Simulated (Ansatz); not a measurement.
## Ba as a host for H

These are results of Ansatz 0.2.0, DFT PBE, scalar-relativistic, plane waves, PAW, not measurements.

Plane waves to 420 eV, a k mesh through Γ of 10×10×10 on the computed 1-atom cell and Gaussian smearing (0.10 eV); no spin polarisation for the host; each changed cell takes a mesh and smearing chosen by its own gap and starts from the host's moments or customary ones, or runs without spin. Cells and atoms are relaxed to the nearest stationary point that keeps the symmetry of their start (forces under 0.02 to 0.04 eV/Å, stress under 0.1 to 0.2 GPa); energies are at zero smearing, without zero-point or thermal terms.

Relaxed host (gap on the mesh 0 eV):

```yaml
crystal:
  lattice:
    - [-2.50650, 2.50650, 2.50650]
    - [2.50650, -2.50650, 2.50650]
    - [2.50650, 2.50650, -2.50650]
  atoms:
    - { symbol: Ba, position: [0.00000, 0.00000, 0.00000] }
```

Cases: (1) 1 H in a 2×2×2 repeat of the cell, at (0.125 0.250 0.375) in fractions of that repeat, 2.80 Å from the nearest atom of the relaxed host; (2) 1 H in a 2×2×2 repeat of the cell, at (0.194 0.306 0.000) in fractions of that repeat, 2.63 Å from the nearest atom of the relaxed host.

Question: Give the energy per H taken from half an H2 molecule (negative: uptake is favourable), the swelling and the final surroundings.

Answer:
| case | formula | energy per H (eV) | ΔV (%) | principal strains (%) | nearest host atoms of the first H | gap (eV) |
| --- | --- | --- | --- | --- | --- | --- |
| 1 | Ba8H | -0.57 | +1.1 | +6.0 -2.3 -2.3 | 4 (Ba) from 2.61 Å | 0 |
| 2 | Ba8H | -0.46 | -0.7 | +0.9 -0.4 -1.2 | 3 (Ba) from 2.63 Å | 0 |

Each ion keeps what symmetry its start has, so a lower place off a symmetric site can be missed, above all for H.

Relaxed structure of case 1, the lowest per ion:

```cif
data_structure
_symmetry_space_group_name_H-M 'P 1'
_symmetry_Int_Tables_number 1
_cell_length_a 8.7288
_cell_length_b 8.7288
_cell_length_c 8.7288
_cell_angle_alpha 111.749
_cell_angle_beta 105.006
_cell_angle_gamma 111.749
_cell_volume 509.66
loop_
_atom_site_label
_atom_site_type_symbol
_atom_site_fract_x
_atom_site_fract_y
_atom_site_fract_z
_atom_site_occupancy
Ba1 Ba 0.99505 0.02362 0.01867 1
Ba2 Ba 0.02858 0.02362 0.50495 1
Ba3 Ba 0.99903 0.51150 0.98752 1
Ba4 Ba 0.99505 0.47638 0.47142 1
Ba5 Ba 0.47602 0.98850 0.98752 1
Ba6 Ba 0.51248 0.98850 0.50097 1
Ba7 Ba 0.51248 0.51150 0.02398 1
Ba8 Ba 0.48133 0.47638 0.50495 1
H1 H 0.12500 0.25000 0.37500 1
```

Spin-orbit coupling is left out.

Cost: 3 runs of about 7 core-minutes in all, on Arm Neoverse V2 (shared hosts).